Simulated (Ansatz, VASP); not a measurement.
# MnS: VASP beside Ansatz

The input INCAR:

```
SYSTEM = MnS
PREC     = Accurate       ! precision mode
ENCUT    = 520            ! plane-wave cutoff, eV
EDIFF    = 1E-6           ! SCF threshold, eV
ISMEAR   = -1             ! smearing method
SIGMA    = 0.05           ! smearing width, eV
LREAL    = .FALSE.        ! projectors in reciprocal space
LASPH    = .TRUE.         ! aspherical terms in the spheres
NELM     = 100            ! most SCF steps
ALGO     = Normal         ! electronic algorithm
ISIF     = 2              ! what is computed and relaxed
LWAVE    = .FALSE.        ! write WAVECAR
LCHARG   = .FALSE.        ! write CHGCAR
ISPIN    = 2              ! spin polarisation
MAGMOM   = 5.5 5.5 0 0    ! initial moments
LORBIT   = 11             ! projections on sites
LMAXMIX  = 4              ! l up to which the mixer works
GGA      = PE             ! functional
```

KPOINTS

```
regular mesh
0
G
  8 8 4
  0 0 0
```

POSCAR

```
MnS
1.0
    3.9535769233      0.0000000000      0.0000000000
   -1.9767884617      3.4238980514      0.0000000000
    0.0000000000      0.0000000000      6.3425288600
Mn S
2 2
Direct
    0.6666666667      0.3333333333      0.4988446700
    0.3333333333      0.6666666667      0.9988446700
    0.3333333333      0.6666666667      0.6261543000
    0.6666666667      0.3333333333      0.1261543000
```

The input input.yaml:

```yaml
crystal:
  lattice:
    - [3.9535769233, 0.0, 0.0]
    - [-1.9767884617, 3.4238980514, 0.0]
    - [0.0, 0.0, 6.34252886]
  atoms:
    - { symbol: Mn, position: [0.6666666667, 0.3333333333, 0.49884467], spin: 4.0 }
    - { symbol: Mn, position: [0.3333333333, 0.6666666667, 0.99884467], spin: 4.0 }
    - { symbol: S, position: [0.3333333333, 0.6666666667, 0.6261543] }
    - { symbol: S, position: [0.6666666667, 0.3333333333, 0.1261543] }
hamiltonian:
  xc: pbe
  pseudopotentials: { kind: nc }
magnetization:
  spin_polarized: true
kpoints:
  mp_grid: { grid: [8, 8, 4] }
  band_path:
    path:
      - [[0.0, 0.0, 0.0], [0.5, 0.0, 0.0], [0.3333333333, 0.3333333333, 0.0], [0.0, 0.0, 0.0], [0.0, 0.0, 0.5], [0.5, 0.0, 0.5], [0.3333333333, 0.3333333333, 0.5], [0.0, 0.0, 0.5]]
      - [[0.5, 0.0, 0.5], [0.5, 0.0, 0.0]]
      - [[0.3333333333, 0.3333333333, 0.0], [0.3333333333, 0.3333333333, 0.5]]
    npoints: 14
scf:
  occupations: { method: fermi_dirac, width: 0.05 }
  n_extra_bands: 10
output:
  forces: true
  stress: true
  eigenvalues: true
  fatbands: false
  write_density: true
  write_potential: true
  elf: true
  volumetric_format: npy
```

The cell is a database's computed one.

Alike in both runs: functional PBE; k mesh 8 × 8 × 4; occupations fermi-dirac, width 0.05 eV; collinear spin, ferromagnetic start.

|  | VASP | Ansatz |
| --- | --- | --- |
| version | VASP 6.6.1 | Ansatz 0.2.0 |
| potentials or method | VASP PAW PBE potentials, release 64 (Mn_pv, S) | Ansatz NC with PseudoDojo standard (PBE files) |
| plane-wave cutoff (eV) | 520 | 1306 |
| valence electrons in the cell | 38 | 42 |
| task | single point | band structure |

Ansatz gave:

| Quantity | Value |
| --- | --- |
| gap on the k mesh at the Fermi level (eV) | none |
| pressure (GPa) | 2.8 |
| largest component of the traceless stress (GPa) | 1.73 |
| rms of the force components (eV/Å) | 0.166 |
| net moment per atom (μB) | 2.46 |
| size of the moment on the site where the two differ most (μB) | 4.10 |

Q: Estimate VASP's values.

A: gap on the k mesh at the Fermi level (eV): none; pressure (GPa): 2.8; largest component of the traceless stress (GPa): 1.74; rms of the force components (eV/Å): 0.166; net moment per atom (μB): 2.46; size of the moment on the site where the two differ most (μB): 4.32.

Site moments also hang on the region over which each program counts them. Atom by atom the forces differ by 0.001 eV/Å (rms over components). A gap of «none» marks a metal or a gap that the smearing closes. The two sets of potentials don't hold the same shells in valence.

Caveats: semilocal functionals often make such compounds metallic where correlation or magnetic order opens a gap, which also shifts bond lengths; only a ferromagnetic start was run, and an antiferromagnetic order may lie lower in energy. With open d or f shells a metallic result of PBE can be an artefact of self-interaction; +U or a hybrid may open a gap.
